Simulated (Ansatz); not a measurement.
**SrTiO₃ under strain**

All numbers below come from DFT r2SCAN+U, scalar-relativistic, plane waves, PAW (Ansatz 0.2.0). (500 eV cutoff, 6×6×6 k-mesh, Gaussian smearing of 0.02 eV, no spin polarisation, U_eff Ti 4.0 eV on d shells)

Reference structure (relaxed):

```
CELL_PARAMETERS angstrom
3.91771 0.00000 0.00000
0.00000 3.91771 0.00000
0.00000 0.00000 3.91771
ATOMIC_POSITIONS crystal
Sr 0.00000 0.00000 0.00000
Ti 0.50000 0.50000 0.50000
O 0.50000 0.00000 0.50000
O 0.50000 0.50000 0.00000
O 0.00000 0.50000 0.50000
```

Deformation: biaxial strain in the a-b plane, with the length and tilt of c and the atoms relaxed, all within the symmetry that the strain leaves. Energies are extrapolated to zero smearing. Stress is positive in compression, on the Cartesian axes of the cell above. Gaps are generalised Kohn–Sham gaps over the whole zone.

```tsv
strain (%)	ΔE (meV/atom)	a (Å)	b (Å)	c (Å)	σxx (GPa)	σyy (GPa)	σzz (GPa)	gap (eV)
-4.5	69.2	3.741	3.741	4.041	22.52	22.52	0.01	2.81
-3.0	29.2	3.800	3.800	3.997	13.77	13.77	0.00	2.80
-1.5	7.0	3.859	3.859	3.956	6.34	6.34	0.00	2.80
+0.0	0.0	3.918	3.918	3.918	0.04	0.04	0.04	2.78
+1.5	6.2	3.976	3.976	3.884	-5.35	-5.35	0.00	2.71
+3.0	23.7	4.035	4.035	3.852	-9.93	-9.93	0.00	2.65
+4.5	51.0	4.094	4.094	3.824	-13.83	-13.83	0.01	2.60
```